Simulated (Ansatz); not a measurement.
# Ni (diamond type): how the settings move a single-point run

Question: which choices in the input matter for Ni (diamond type)?

Computed with Ansatz 0.2.0 (reference: DFT, PBEsol, PAW with Ansatz's default frozen-core files, scalar-relativistic, unless a step's input says otherwise).

1 further run of the same task is left out (it didn't finish). Runs told in other sessions of the task aren't counted.

## 1. The system as given

It takes space group Fd-3m (No. 227, cubic). Conventional cell: a = 4.837 Å, b = 4.837 Å, c = 4.837 Å, α = 90.00°, β = 90.00°, γ = 90.00°. Around Ni (site symmetry -43m) lie 4 Ni at 2.09 Å.

Coordinates:

```
CELL_PARAMETERS angstrom
0.00000 2.41828 2.41828
2.41828 0.00000 2.41828
2.41828 2.41828 0.00000
ATOMIC_POSITIONS crystal
Ni 0.87500 0.87500 0.87500
Ni 0.12500 0.12500 0.12500
```

## 2. The reference run

Contents of input.yaml:

```yaml
crystal:
  lattice:
    - [0.0, 2.41828486, 2.41828486]
    - [2.41828486, 0.0, 2.41828486]
    - [2.41828486, 2.41828486, 0.0]
  atoms:
    - { symbol: Ni, position: [-0.125, -0.125, -0.125], spin: 1.0 }
    - { symbol: Ni, position: [0.125, 0.125, 0.125], spin: 1.0 }
magnetization:
  spin_polarized: true
kpoints:
  mp_grid: { grid: [14, 14, 14] }
  band_path:
    path:
      - [0.0, 0.0, 0.0]
      - [0.5, 0.0, 0.5]
      - [0.625, 0.25, 0.625]
      - [0.375, 0.375, 0.75]
      - [0.0, 0.0, 0.0]
      - [0.5, 0.5, 0.5]
      - [0.5, 0.25, 0.75]
      - [0.5, 0.0, 0.5]
    npoints: 8
scf:
  occupations: { method: fermi_dirac, width: 0.08 }
hamiltonian:
  xc: pbesol
  pseudopotentials: { kind: paw }
output:
  forces: true
  stress: true
  eigenvalues: true
  populations: true
  dos: { projected: true, de: 0.2, e_range: [-14, 8] }
```

Launch:

```sh
ansatz run input.yaml --threads 1 --pin off --max-ram 3072MiB --backend cpu --events-out ev --progress --plain --runs-dir out
```

## 3. Variant: mp_grid.grid [5, 5, 5], xc pbe

input.yaml: that of step 2 with these lines changed.

```diff
@@ -11,3 +11,3 @@
 kpoints:
-  mp_grid: { grid: [14, 14, 14] }
+  mp_grid: { grid: [5, 5, 5] }
   band_path:
@@ -26,3 +26,3 @@
 hamiltonian:
-  xc: pbesol
+  xc: pbe
   pseudopotentials: { kind: paw }
@@ -33,2 +33 @@
   populations: true
-  dos: { projected: true, de: 0.2, e_range: [-14, 8] }
```

**Question.** What will these runs give? Wanted: for each run, ending; energy change; pressure; abs. moment; force.

As calculated:

| run | ending | energy change | pressure (GPa) | abs. moment (μB) | force (eV/Å) | cycles | time |
| --- | --- | --- | --- | --- | --- | --- | --- |
| reference | converged | - | 14.5 | 1.72 | 0.00 | 11 | 16 s |
| 1: mp_grid.grid [5, 5, 5], xc pbe | converged | not comparable | 21.4 | 1.86 | 0.00 | 12 | 3.7 s |

Times don't compare one to one where runs were asked for different outputs or read a saved state (see the inputs); cycles may leave out searches for a lower state.

Residual by cycle in the longest SCF loop of each run; runs are numbered as in the table. The quantity is the density residual dr2, in eV.

| cycle | reference | run 1 |
| --- | --- | --- |
| 1 | 0.471 | 0.25 |
| 2 | 0.237 | 0.252 |
| 3 | 0.253 | 0.259 |
| 4 | 0.184 | 0.142 |
| 5 | 0.0505 | 0.0446 |
| 6 | 0.0103 | 0.00506 |
| 7 | 7.9e-5 | 0.00432 |
| 8 | 5.9e-5 | 4.3e-4 |
| 9 | 2.1e-7 | 3.7e-5 |
| 10 | 9.3e-9 | 3.3e-7 |
| 11 | 2.1e-8 | 3.2e-8 |
| 12 | - | 2.9e-11 |

What this shows: A change of functional puts the total energy on another scale; the pressure goes from 14.5 to 21.4 GPa and the absolute moment goes from 1.72 to 1.86 μB. The k-point mesh changed too. The structure is not at rest: the sound run finds 14 GPa, so these are no properties of the relaxed crystal. 
